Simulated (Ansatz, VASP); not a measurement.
# AlN in VASP and in Ansatz

```
CELL_PARAMETERS angstrom
3.28412 0.00000 0.00000
-1.64206 2.84413 0.00000
0.00000 0.00000 4.26279
ATOMIC_POSITIONS crystal
Al 0.33333 0.66667 0.75000
Al 0.66667 0.33333 0.25000
N 0.33333 0.66667 0.25000
N 0.66667 0.33333 0.75000
```

Alike in both runs: task single point; functional PBE; k mesh 9 × 9 × 6; occupations gaussian, width 0.05 eV; no spin polarisation.

```csv
,VASP,Ansatz
version,VASP 6.6.1,Ansatz 0.2.0
potentials or method,"VASP PAW PBE potentials, release 64 (Al, N)","scalar-relativistic, plane waves, PAW"
plane-wave cutoff (eV),520,520
valence electrons in the cell,16,16
```

Ansatz gave:

- gap on the k mesh at the Fermi level (eV): 3.18
- least direct gap on the mesh (eV): 3.18
- pressure (GPa): 1.0
- largest component of the traceless stress (GPa): 3.17

Problem. Estimate VASP's values.

Solution. gap on the k mesh at the Fermi level (eV): 3.19; least direct gap on the mesh (eV): 3.19; pressure (GPa): 0.8; largest component of the traceless stress (GPa): 3.06.
